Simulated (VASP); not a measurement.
# PbSe (Clausthalite) (Fm-3m) in VASP: further runs

One crystal, PbSe (Clausthalite), is run at these levels: PBE, TPSS, revTPSS, MS2; tasks: relaxation of cell and atoms, single point.

Everything below comes from runs of VASP 6.6.1. Logs are shortened: lines on timing, memory, paths and dates and some standing lists are left out, and cuts for length are marked.

**Experimental background.**

From a printed reference work, monograph, for a bulk crystal of PbSe at 300 K: band gap 0.28 eV (direct).

How close the calculation comes is told below.

### 1 The structure

It takes space group Fm-3m (No. 225, cubic). Conventional cell: a = 6.121 Å, b = 6.121 Å, c = 6.121 Å, α = 90.00°, β = 90.00°, γ = 90.00°. Pb (site symmetry m-3m) is surrounded by 6 Se at 3.06 Å. Around Se (site symmetry m-3m) lie 6 Pb at 3.06 Å.

### 2 Relaxation of cell and atoms, PBE

Contents of INCAR:

```
SYSTEM = PbSe
ALGO     = Normal         ! electronic algorithm
EDIFF    = 1E-6           ! SCF threshold, eV
EDIFFG   = -0.01          ! ionic threshold
ENCUT    = 630            ! plane-wave cutoff, eV
GGA      = PE             ! functional
IBRION   = 2              ! ionic algorithm
ISIF     = 3              ! what is computed and relaxed
ISMEAR   = -1             ! smearing method
LASPH    = .True.         ! aspherical terms in the spheres
LCHARG   = .False.        ! write CHGCAR
LREAL    = .False.        ! projectors in reciprocal space
LWAVE    = .False.        ! write WAVECAR
NELM     = 60             ! most SCF steps
NSW      = 60             ! ionic steps
PREC     = Accurate       ! precision mode
SIGMA    = 0.05           ! smearing width, eV
```

Contents of KPOINTS:

```
k-points
0
Gamma
  8 8 8
  0 0 0
```

Contents of POSCAR:

```
PbSe
1.0
    0.0000000000      3.0606500000      3.0606500000
    3.0606500000      0.0000000000      3.0606500000
    3.0606500000      3.0606500000      0.0000000000
Pb Se
1 1
Direct
    0.0000000000      0.0000000000      0.0000000000
    0.5000000000      0.5000000000      0.5000000000
```

Potentials or basis: VASP PAW PBE potentials, release 64 (Pb_d_GW, Se_GW).

Command:

```bash
cat potpaw_PBE.64/Pb_d_GW/POTCAR potpaw_PBE.64/Se_GW/POTCAR > POTCAR
mpirun -np 1 vasp_std > vasp.out
```

OUTCAR:

```text
SYSTEM = PbSe
   EDIFF = 1E-6
   EDIFFG = -0.01
   ENCUT = 630
   GGA = PE
   IBRION = 2
   ISIF = 3
   ISMEAR = -1
   LASPH = .True.
   LREAL = .False.
   NELM = 60
   NSW = 60
   PREC = Accurate

 ion  position               nearest neighbor table
   1  0.000  0.000  0.000-
   2  0.500  0.500  0.500-

  LATTYP: Found a face centered cubic cell.
 ALAT       =     6.1213000000

  Lattice vectors:

 A1 = (   0.0000000000,   3.0606500000,   3.0606500000)
 A2 = (   3.0606500000,   0.0000000000,   3.0606500000)
 A3 = (   3.0606500000,   3.0606500000,   0.0000000000)

Analysis of symmetry for initial positions (statically):
=====================================================================
 Subroutine PRICEL returns:
 Original cell was already a primitive cell.

 Routine SETGRP: Setting up the symmetry group for a
 face centered cubic supercell.

 Subroutine GETGRP returns: Found 48 space group operations
 (whereof 48 operations were pure point group operations)
 out of a pool of 48 trial point group operations.

The static configuration has the point symmetry O_h .

Analysis of symmetry for dynamics (positions and initial velocities):
=====================================================================
 Subroutine PRICEL returns:
 Original cell was already a primitive cell.

 Routine SETGRP: Setting up the symmetry group for a
 face centered cubic supercell.

 Subroutine GETGRP returns: Found 48 space group operations
 (whereof 48 operations were pure point group operations)
 out of a pool of 48 trial point group operations.

The dynamic configuration has the point symmetry O_h .

 Subroutine INISYM returns: Found 48 space group operations
 (whereof 48 operations are pure point group operations),
 and found     1 'primitive' translations

----------------------------------------------------------------------------------------

                                     Primitive cell

  volume of cell :      57.3418

  direct lattice vectors                    reciprocal lattice vectors
     0.000000000  3.060650000  3.060650000    -0.163363991  0.163363991  0.163363991
     3.060650000  0.000000000  3.060650000     0.163363991 -0.163363991  0.163363991
     3.060650000  3.060650000  0.000000000     0.163363991  0.163363991 -0.163363991

  length of vectors
     4.328412740  4.328412740  4.328412740     0.282954733  0.282954733  0.282954733

  position of ions in fractional coordinates (direct lattice)
     0.000000000  0.000000000  0.000000000
     0.500000000  0.500000000  0.500000000

  ion indices of the primitive-cell ions
   primitive index   ion index
                 1           1
                 2           2

----------------------------------------------------------------------------------------

 KPOINTS: k-points

Automatic generation of k-mesh.
 Grid dimensions read from file:
 generate k-points for:    8    8    8

 Generating k-lattice:

  Cartesian coordinates                     Fractional coordinates (reciprocal lattice)
    -0.020420499  0.020420499  0.020420499     0.125000000  0.000000000  0.000000000
     0.020420499 -0.020420499  0.020420499     0.000000000  0.125000000  0.000000000
     0.020420499  0.020420499 -0.020420499     0.000000000  0.000000000  0.125000000

  Length of vectors
     0.035369342  0.035369342  0.035369342

  Shift w.r.t. Gamma in fractional coordinates (k-lattice)
     0.000000000  0.000000000  0.000000000

 Subroutine IBZKPT returns following result:
 ===========================================

 Found     29 irreducible k-points:

 Following reciprocal coordinates:
            Coordinates               Weight
  0.000000  0.000000  0.000000      1.000000
  0.125000  0.000000  0.000000      8.000000
  0.250000  0.000000  0.000000      8.000000
  0.375000  0.000000  0.000000      8.000000
  0.500000  0.000000  0.000000      4.000000
  0.125000  0.125000  0.000000      6.000000
[... 16 lines left out ...]
  0.500000  0.250000  0.125000     48.000000
 -0.375000  0.250000  0.125000     24.000000
 [... further k-points ...]
   k-points           NKPTS =     29   k-points in BZ     NKDIM =     29   number of bands    NBANDS=     15
   number of dos      NEDOS =    301   number of ions     NIONS =      2
   total plane-waves  NPLWV =  46656
   dimension x,y,z NGX =    36 NGY =   36 NGZ =   36
   dimension x,y,z NGXF=    72 NGYF=   72 NGZF=   72
   ions per type =               1   1
   NGX,Y,Z   is equivalent  to a cutoff of  13.83, 13.83, 13.83 a.u.
   NGXF,Y,Z  is equivalent  to a cutoff of  27.65, 27.65, 27.65 a.u.
 SYSTEM =  PbSe
   PREC   = accura    normal or accurate (medium, high low for compatibility)
   ISTART =      0    job   : 0-new  1-cont  2-samecut
   ICHARG =      2    charge: 1-file 2-atom 10-const
   ISPIN  =      1    spin polarized calculation?
   LNONCOLLINEAR =      F non collinear calculations
   LSORBIT =      F    spin-orbit coupling
   LASPH  =      T    aspherical Exc in radial PAW
   ENCUT  =  630.0 eV  46.30 Ry    6.80 a.u.   8.86  8.86  8.86*2*pi/ulx,y,z
   NELM   =     60;   NELMIN=  2; NELMDL= -5     # of ELM steps
   EDIFF  = 0.1E-05   stopping-criterion for ELM
   LREAL  =      F    real-space projection
   EDIFFG = -.1E-01   stopping-criterion for IOM
   NSW    =     60    number of steps for IOM
   IBRION =      2    ionic relax: 0-MD 1-quasi-New 2-CG
   NFREE  =      1    steps in history (QN), initial steepest desc. (CG)
   ISIF   =      3    stress and relaxation
   ISYM   =      2    0-nonsym 1-usesym 2-fastsym
   POTIM  = 0.5000    time-step for ionic-motion
   TEBEG  =    0.0;   TEEND  =   0.0 temperature during run
   PSTRESS=    0.0 pullay stress
   NELECT =      22.0000    total number of electrons
   NUPDOWN=      -1.0000    fix difference up-down
   EMIN   =  10.00;   EMAX   =-10.00  energy-range for DOS
   EFERMI =   0.00;   METHOD = LEGACY
   ISMEAR =    -1;   SIGMA  =   0.05  broadening in eV -4-tet -1-fermi 0-gaus
   EFERMI_NEDOS =   21; number of points for ismear=-14 and -15
   IALGO  =     38    algorithm
   IMIX   =      4    mixing-type and parameters
     AMIX     =   0.40;   BMIX     =  1.00
     AMIX_MAG =   1.60;   BMIX_MAG =  1.00
  volume/ion in A,a.u.               =      28.67       193.48
  Fermi-wavevector in a.u.,A,eV,Ry     =   1.189576  2.247972 19.253471  1.415090
  Thomas-Fermi vector in A             =   2.325680
   LORBIT       =      0    0 simple, 1 ext, 2 COOP (PROOUT), +10 PAW based schemes
   GGA     = PE    functional components
   LHFCALC =     F    Hartree Fock is set to
   AEXX    =    0.0000 exact exchange contribution
   IVDW    =     0    specifies the selected vdW correction
   LEPSILON=     F    determine dielectric tensor
   LRPA    =     F    only Hartree local field effects (RPA)
 conjugate gradient relaxation of ions
 non-spin polarized calculation
  energy-cutoff  :      630.00
  volume of cell :       57.34
 maximum number of plane-waves:      2085
   NGX = 17   NGY = 17   NGZ = 17

--------------------------------------- Ionic step        1  -------------------------------------------

 number of electron      22.0000001 magnetization

 Free energy of the ion-electron system (eV)
  ---------------------------------------------------
  ext. energy  EPLUGINS =         0.00000000
  ---------------------------------------------------
  free energy    TOTEN  =        -8.17549771 eV

  energy without entropy =       -8.17517023  energy(sigma->0) =       -8.17533397

------------------------ aborting loop because EDIFF is reached ----------------------------------------

  FORCE on cell =-STRESS in cart. coord.  units (eV):
  Direction    XX          YY          ZZ          XY          YZ          ZX
  --------------------------------------------------------------------------------------
  -------------------------------------------------------------------------------------
  Total        0.8641624      0.8641624      0.8641624      0.0000000      0.0000000      0.0000000
  in kB       24.1454291     24.1454291     24.1454291      0.0000000      0.0000000      0.0000000
  external PRESSURE =      24.1454291 kB  Pullay stress =       0.0000000 kB
[... 57 lines left out ...]
  energy  without entropy=       -8.1933578027  energy(sigma->0) =       -8.19339621

--------------------------------------- Ionic step        3  -------------------------------------------

 number of electron      22.0000002 magnetization

 Free energy of the ion-electron system (eV)
  ---------------------------------------------------
  ext. energy  EPLUGINS =         0.00000000
  ---------------------------------------------------
  free energy    TOTEN  =        -8.19542789 eV

  energy without entropy =       -8.19531927  energy(sigma->0) =       -8.19537358

 E-fermi :   2.9042     XC(G=0):  -9.3806

 val. band max:        2.6875130727   @ k =   0.5000   0.0000   0.0000
 cond. band min:       3.1207855373   @ k =   0.5000   0.0000   0.0000
 fundamental gap:      0.4332724646
 Fermi energy:         2.9042372460

 k-point     1 :       0.0000    0.0000    0.0000
  band No.  band energies     occupation
      1    -136.7026      2.00000
      2     -14.0019      2.00000
      3     -14.0019      2.00000
      4     -14.0019      2.00000
      5     -13.9956      2.00000
      6     -13.9956      2.00000
      7     -10.4905      2.00000
      8      -3.6624      2.00000
      9       1.0504      2.00000
     10       1.0504      2.00000
     11       1.0504      2.00000
     12       7.3261      0.00000
     13       7.3261      0.00000
     14       7.3261      0.00000
     15       9.3416      0.00000
[... 397 lines left out ...]
 k-point    24 :      -0.3750    0.2500    0.1250
  band No.  band energies     occupation
      1    -136.7026      2.00000
      2     -14.0404      2.00000
      3     -14.0059      2.00000
      4     -13.9921      2.00000
      5     -13.9842      2.00000
      6     -13.9718      2.00000
      7      -9.3677      2.00000
      8      -5.5384      2.00000
      9      -0.2468      2.00000
     10       0.0942      2.00000
     11       1.9830      2.00000
     12       4.1858      0.00000
     13       6.1261      0.00000
     14       6.7444      0.00000
     15      10.3593      0.00000

 [... further k-points ...]

------------------------ aborting loop because EDIFF is reached ----------------------------------------

  FORCE on cell =-STRESS in cart. coord.  units (eV):
  Direction    XX          YY          ZZ          XY          YZ          ZX
  --------------------------------------------------------------------------------------
  -------------------------------------------------------------------------------------
  Total        0.0072162      0.0072162      0.0072162      0.0000000      0.0000000     -0.0000000
  in kB        0.1924187      0.1924187      0.1924187      0.0000000      0.0000000     -0.0000000
  external PRESSURE =       0.1924187 kB  Pullay stress =       0.0000000 kB
[... 17 lines left out ...]
  FREE ENERGIE OF THE ION-ELECTRON SYSTEM (eV)
  ---------------------------------------------------
  free  energy   TOTEN  =        -8.1954278894 eV

  energy  without entropy=       -8.1953192722  energy(sigma->0) =       -8.19537358

 reached required accuracy - stopping structural energy minimisation
```

Run time: 68 s. Hardware: 1 thread of Intel Xeon Platinum 8488C (Sapphire Rapids), shared host; peak memory 0.23 GiB.

Results:

```
Free energy                            : -8.1954 eV
Relaxed volume                         : 30.04 Å³/atom
Relaxed cell                           : a = 4.396 Å, b = 4.396 Å, c = 4.396 Å, α = 60.00°, β = 60.00°, γ = 60.00°
Space group after relaxing (to 0.05 Å) : Fm-3m (No. 225)
Energy gained by relaxing              : 10.0 meV/atom
Ionic steps                            : 3
Pressure after relaxing                : 0.0 GPa
Band gap on the k mesh                 : 0.43 eV, direct
```

The path:
| step | energy change (eV) | largest force (eV/Å) | pressure (GPa) | volume (Å³) |
| --- | --- | --- | --- | --- |
| 1 | 0.0000 | 0.0000 | 2.41 | 57.34 |
| 2 | -0.0179 | 0.0000 | -0.69 | 61.00 |
| 3 | -0.0199 | 0.0000 | 0.02 | 60.09 |

Final structure:
```yaml
crystal:
  lattice:
    - [0.00000, 3.10871, 3.10871]
    - [3.10871, 0.00000, 3.10871]
    - [3.10871, 3.10871, 0.00000]
  atoms:
    - { symbol: Pb, position: [0.00000, 0.00000, 0.00000] }
    - { symbol: Se, position: [0.50000, 0.50000, 0.50000] }
```

Levels at points of the mesh, in eV from the valence-band top:
```tsv
k point	band 9	band 10	band 11	band 12	band 13	band 14
(0.00, 0.00, 0.00)	-1.64	-1.64	-1.64	4.64	4.64	4.64
(0.50, 0.00, 0.00)	-1.26	-1.26	0.00	0.43	1.83	1.83
(0.50, 0.50, 0.00)	-4.57	-2.91	-2.91	3.93	5.46	5.46
```

Caveat: spin-orbit coupling is left out, which as a rule narrows the gap of such compounds by several tenths of an eV.

### 3 Relaxation of cell and atoms, TPSS

Contents of INCAR:

```
PREC = Accurate
ENCUT = 600
EDIFF = 1E-7
ISMEAR = -1
SIGMA = 0.05
LREAL = F
LASPH = T
NELM = 60
ALGO = Normal
ISIF = 3
LWAVE = F
LCHARG = F
METAGGA = TPSS
LMIXTAU = T
IBRION = 2
NSW = 40
EDIFFG = -0.005
```

Contents of KPOINTS:

```
Automatic mesh
0
Gamma
  8 8 8
```

POSCAR is that of step 2.

Potentials or basis: VASP PAW PBE potentials, release 64 (Pb_d, Se).

Command:

```bash
cat potpaw_PBE.64/Pb_d/POTCAR potpaw_PBE.64/Se/POTCAR > POTCAR
mpirun -np 1 vasp_std > vasp.out
```

Wall time 5.2 min (1 thread of Intel Xeon Platinum 8488C (Sapphire Rapids), shared host); peak memory 0.24 GiB.

It converged, with:

| Item | Value |
| --- | --- |
| Free energy | -15.8409 eV |
| Relaxed volume | 29.74 Å³/atom |
| Relaxed cell | a = 4.382 Å, b = 4.382 Å, c = 4.382 Å, α = 60.00°, β = 60.00°, γ = 60.00° |
| Space group after relaxing (to 0.05 Å) | Fm-3m (No. 225) |
| Energy gained by relaxing | 6.4 meV/atom |
| Ionic steps | 3 |
| Pressure after relaxing | 0.0 GPa |
| Band gap on the k mesh | 0.45 eV, direct |

Step by step:
| step | energy change (eV) | largest force (eV/Å) | pressure (GPa) | volume (Å³) |
| --- | --- | --- | --- | --- |
| 1 | 0.0000 | 0.0000 | 1.97 | 57.34 |
| 2 | -0.0111 | 0.0000 | -0.67 | 60.32 |
| 3 | -0.0128 | 0.0000 | 0.00 | 59.49 |

Final structure:
```
Pb Se
1.0
     0.00000    3.09838    3.09838
     3.09838    0.00000    3.09838
     3.09838    3.09838    0.00000
Pb Se
1 1
Direct
  0.00000 0.00000 0.00000
  0.50000 0.50000 0.50000
```

Levels at points of the mesh, in eV from the valence-band top:
| k point | band 8 | band 9 | band 10 | band 11 | band 12 | band 13 |
| --- | --- | --- | --- | --- | --- | --- |
| (0.00, 0.00, 0.00) | -1.69 | -1.69 | -1.69 | 4.80 | 4.80 | 4.80 |
| (0.50, 0.00, 0.00) | -1.33 | -1.33 | 0.00 | 0.45 | 1.94 | 1.94 |
| (0.50, 0.50, 0.00) | -4.73 | -3.00 | -3.00 | 3.81 | 5.64 | 5.64 |

Caveat: the PAW data sets were made with another functional, which shifts forces and pressure a little; spin-orbit coupling is left out, which as a rule narrows the gap of such compounds by several tenths of an eV.

(Continued in part 2 of 2.)
